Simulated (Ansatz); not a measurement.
SnS₂ built on the CdI2 prototype, relaxed with r2SCAN+rVV10 in the plane-wave code Ansatz. It is trigonal, P-3m1 (No. 164); a = 3.661 Å, c = 5.962 Å in the conventional setting, 23.06 Å³ an atom. Around Sn lie 6 S at 2.57 Å; around S lie 3 Sn at 2.57 Å.

The axes x, y and z are those of this cell:
```xyz
3
Lattice="3.6608 0.0000 0.0000 -1.8304 3.1703 0.0000 0.0000 0.0000 5.9618" Properties=species:S:1:pos:R:3 pbc="T T T"
Sn    0.0000    0.0000    0.0000
S     0.0000    2.1135    1.4642
S     1.8304    1.0568    4.4976
```

Unstrained: The PBE gap is indirect, 1.432 eV (Γ–K (0.23 of the way from Γ) to k = (0, 0.464, 0.323)), below the direct gap of 1.917 eV at k = (0, -1/2, 1/4). The r2SCAN gap is indirect, 1.750 eV (Γ–K (0.23 of the way from Γ) to k = (0, 0.464, 0.323)), below the direct gap of 2.249 eV at k = (0, -1/2, 1/4). HSE06 gives an indirect gap of 2.315 eV, from Γ–K (0.23 of the way from Γ) to k = (0, 0.464, 0.323); the least direct gap is 2.766 eV at k = (0, -1/2, 1/4). With r2SCAN+SOC the valence top lies at Γ–K (0.23 of the way from Γ) and the conduction bottom at k = (0, 0.464, 0.323), 1.752 eV higher; the smallest vertical gap, at k = (0, -1/2, 1/4), is 2.250 eV. Meshes: PBE 12×12×4, r2SCAN 12×12×4, HSE06 6×6×4, r2SCAN+SOC 12×12×4. Strains are changes of length per length. After each strain the atoms were relaxed again with r2SCAN+rVV10 in this cell and within any symmetry left, so distortions that break it or need a larger cell weren't tested; points keep the names that they have in the unstrained zone. The values are computed, non-magnetic, and not measurements.

Task: Apply uniaxial +3.0 % along z, other directions held. How far does the gap move, against the unstrained cell?

Result: PBE: the gap goes from 1.432 to 1.537 eV (+0.105 eV); the edges go from Γ–K (0.23) → (0, 0.464, 0.323) to (0, 0.159, -0.130) → (0, 0.474, 0.336). r2SCAN: the gap goes from 1.750 to 1.861 eV (+0.111 eV); the edges go from Γ–K (0.23) → (0, 0.464, 0.323) to (0, 0.159, -0.130) → (0, 0.474, 0.336). HSE06: the gap goes from 2.315 to 2.359 eV (+0.044 eV); the edges go from Γ–K (0.23) → (0, 0.464, 0.323) to (0, 0.159, -0.130) → (0, 0.474, 0.336). r2SCAN+SOC: the gap goes from 1.752 to 1.861 eV (+0.109 eV); the edges go from Γ–K (0.23) → (0, 0.464, 0.323) to (0, 0.159, -0.130) → (0, 0.474, 0.336).

Task: Apply uniaxial -3.0 % along z, other directions held. How far does the gap move, against the unstrained cell?

Result: PBE: the gap goes from 1.432 to 1.262 eV (-0.170 eV); the edges go from Γ–K (0.23) → (0, 0.464, 0.323) to Γ–K (0.09) → (0, 0.451, 0.318). r2SCAN: the gap goes from 1.750 to 1.571 eV (-0.179 eV); the edges go from Γ–K (0.23) → (0, 0.464, 0.323) to Γ → (0, 0.451, 0.318). HSE06: the gap goes from 2.315 to 2.135 eV (-0.180 eV); the edges go from Γ–K (0.23) → (0, 0.464, 0.323) to Γ–K (0.09) → (0, 0.451, 0.318). r2SCAN+SOC: the gap goes from 1.752 to 1.571 eV (-0.181 eV); the edges go from Γ–K (0.23) → (0, 0.464, 0.323) to Γ → (0, 0.451, 0.318).

Task: Estimate what uniaxial +1.0 % along z, other directions held does to the gap.

Result: PBE: the gap goes from 1.432 to 1.477 eV (+0.045 eV); the edges go from Γ–K (0.23) → (0, 0.464, 0.323) to (-0.099, 0.193, 0) → (0, 0.466, 0.328). r2SCAN: the gap goes from 1.750 to 1.797 eV (+0.047 eV); the edges go from Γ–K (0.23) → (0, 0.464, 0.323) to (-0.099, 0.193, 0) → (0, 0.466, 0.328). HSE06: the gap goes from 2.315 to 2.362 eV (+0.046 eV); the edges go from Γ–K (0.23) → (0, 0.464, 0.323) to (-0.099, 0.193, 0) → (0, 0.466, 0.328). r2SCAN+SOC: the gap goes from 1.752 to 1.799 eV (+0.047 eV); the edges go from Γ–K (0.23) → (0, 0.464, 0.323) to (-0.099, 0.193, 0) → (0, 0.466, 0.328).

Task: Apply uniaxial -1.0 % along z, other directions held. How far does the gap move, against the unstrained cell?

Result: PBE: the gap goes from 1.432 to 1.379 eV (-0.053 eV); the edges go from Γ–K (0.23) → (0, 0.464, 0.323) to Γ–K (0.16) → (0, 0.458, 0.320). r2SCAN: the gap goes from 1.750 to 1.695 eV (-0.055 eV); the edges go from Γ–K (0.23) → (0, 0.464, 0.323) to Γ–K (0.16) → (0, 0.458, 0.320). HSE06: the gap goes from 2.315 to 2.262 eV (-0.053 eV); the edges go from Γ–K (0.23) → (0, 0.464, 0.323) to Γ–K (0.16) → (0, 0.458, 0.320). r2SCAN+SOC: the gap goes from 1.752 to 1.694 eV (-0.058 eV); the edges go from Γ–K (0.23) → (0, 0.464, 0.323) to Γ → (0, 0.458, 0.320).

Task: Apply uniaxial +4.0 % along z, other directions held. How far does the gap move, against the unstrained cell?

Result: PBE: the gap goes from 1.432 to 1.542 eV (+0.110 eV); the edges go from Γ–K (0.23) → (0, 0.464, 0.323) to (0, 0.159, -0.128) → (0, 0.477, 0.341). r2SCAN: the gap goes from 1.750 to 1.865 eV (+0.115 eV); the edges go from Γ–K (0.23) → (0, 0.464, 0.323) to (0, 0.159, -0.128) → (0, 0.477, 0.341). HSE06: the gap goes from 2.315 to 2.364 eV (+0.049 eV); the edges go from Γ–K (0.23) → (0, 0.464, 0.323) to (0, 0.159, -0.128) → (0, 0.477, 0.341). r2SCAN+SOC: the gap goes from 1.752 to 1.865 eV (+0.114 eV); the edges go from Γ–K (0.23) → (0, 0.464, 0.323) to (0, 0.159, -0.128) → (0, 0.477, 0.341).

Task: Apply uniaxial -2.0 % along z, other directions held. How far does the gap move, against the unstrained cell?

Result: PBE: the gap goes from 1.432 to 1.321 eV (-0.111 eV); the edges go from Γ–K (0.23) → (0, 0.464, 0.323) to Γ–K (0.12) → (0, 0.456, 0.320). r2SCAN: the gap goes from 1.750 to 1.634 eV (-0.116 eV); the edges go from Γ–K (0.23) → (0, 0.464, 0.323) to Γ → (0, 0.456, 0.320). HSE06: the gap goes from 2.315 to 2.200 eV (-0.115 eV); the edges go from Γ–K (0.23) → (0, 0.464, 0.323) to Γ–K (0.12) → (0, 0.456, 0.320). r2SCAN+SOC: the gap goes from 1.752 to 1.633 eV (-0.118 eV); the edges go from Γ–K (0.23) → (0, 0.464, 0.323) to Γ → (0, 0.456, 0.320).

Task: Apply uniaxial -4.0 % along z, other directions held. How far does the gap move, against the unstrained cell?

Result: PBE: the gap goes from 1.432 to 1.200 eV (-0.232 eV); the edges go from Γ–K (0.23) → (0, 0.464, 0.323) to Γ–K (0.09) → (0, 0.445, 0.318). r2SCAN: the gap goes from 1.750 to 1.507 eV (-0.243 eV); the edges go from Γ–K (0.23) → (0, 0.464, 0.323) to Γ → (0, 0.445, 0.318). HSE06: the gap goes from 2.315 to 2.067 eV (-0.248 eV); the edges go from Γ–K (0.23) → (0, 0.464, 0.323) to Γ–K (0.09) → (0, 0.445, 0.318). r2SCAN+SOC: the gap goes from 1.752 to 1.507 eV (-0.244 eV); the edges go from Γ–K (0.23) → (0, 0.464, 0.323) to Γ → (0, 0.445, 0.318).

Task: Estimate what uniaxial +2.0 % along z, other directions held does to the gap.

Result: PBE: the gap goes from 1.432 to 1.515 eV (+0.083 eV); the edges go from Γ–K (0.23) → (0, 0.464, 0.323) to Γ–K (0.33) → (0, 0.469, 0.331). r2SCAN: the gap goes from 1.750 to 1.836 eV (+0.086 eV); the edges go from Γ–K (0.23) → (0, 0.464, 0.323) to Γ–K (0.33) → (0, 0.469, 0.331). r2SCAN+SOC: the gap goes from 1.752 to 1.838 eV (+0.087 eV); the edges go from Γ–K (0.23) → (0, 0.464, 0.323) to Γ–K (0.33) → (0, 0.469, 0.331).

Only the levels marked +SOC include spin-orbit coupling.

Where an edge lies off the special points, it is a point of the mesh or the k point where a search put PBE's edge or least direct gap, reused for the other functionals, whose own edges may lie a little apart.

Coordinates of k points refer to the reciprocal vectors of the primitive cell of the runs.

The meshes of the hybrids are coarse, so their gaps aren't converged to the digits shown.
